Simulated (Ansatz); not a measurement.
Crystal: SnSe2.

```
Sn Se
1.0
     3.81100    0.00000    0.00000
    -1.90550    3.30042    0.00000
     0.00000    0.00000    6.13600
Sn Se
1 2
Direct
  0.00000 0.00000 0.00000
  0.66667 0.33333 0.75100
  0.33333 0.66667 0.24900
```

Base run:

| Property | Result |
| --- | --- |
| Program | Ansatz 0.2.0 |
| Functional | r2SCAN |
| Potentials or basis | Ansatz PAW |
| Cutoff | 500 eV (not typed: the program's choice for these potentials) |
| k mesh | 8 × 8 × 5 |
| Occupations | fermi-dirac, width 0.05 eV |
| Spin | no spin polarisation |

Its results: band gap on the k mesh 1.10 eV, indirect (least direct gap 1.54 eV); pressure 3.6 GPa; largest force 0.517 eV/Å.

Question: After a change of settings the same cell gave: band gap on the k mesh 0.80 eV, indirect (least direct gap 1.03 eV); pressure 9.6 GPa; largest force 1.055 eV/Å. Which change was it?
A. functional from r2SCAN to BLYP; cutoff from 500 eV (not typed: the program's choice for these potentials) to 420 eV (not typed: the program's choice for these potentials)
B. functional from r2SCAN to PBE; cutoff from 500 eV (not typed: the program's choice for these potentials) to 420 eV (not typed: the program's choice for these potentials); occupations from fermi-dirac, width 0.05 eV to gaussian, width 0.015 eV
C. k mesh from 8 × 8 × 5 to 6 × 6 × 4; spin from no spin polarisation to spin-orbit coupling, no magnetisation; potential files from those of the base run to others of the same set
D. functional from r2SCAN to PBEsol; cutoff from 500 eV (not typed: the program's choice for these potentials) to 420 eV (not typed: the program's choice for these potentials)

Answer: A.

r2SCAN gives the wider gap, since meta-GGAs in the generalised Kohn-Sham scheme recover part of the derivative discontinuity.

Caveats: the k mesh misses the band edges, so the gap on the mesh is wider than the one along the path; spin-orbit coupling is left out, which moves the levels of the heavy elements; the PAW data sets come from PBE, with cores solved anew for the run's functional, which leaves a small shift of forces and pressure; this functional lacks dispersion, which binds the layers, so the pressure and a relaxed spacing across them are unreliable (some runs); forces of over 1 eV/Å show positions far from the minimum, so gaps and moduli don't describe the material at rest (some runs).
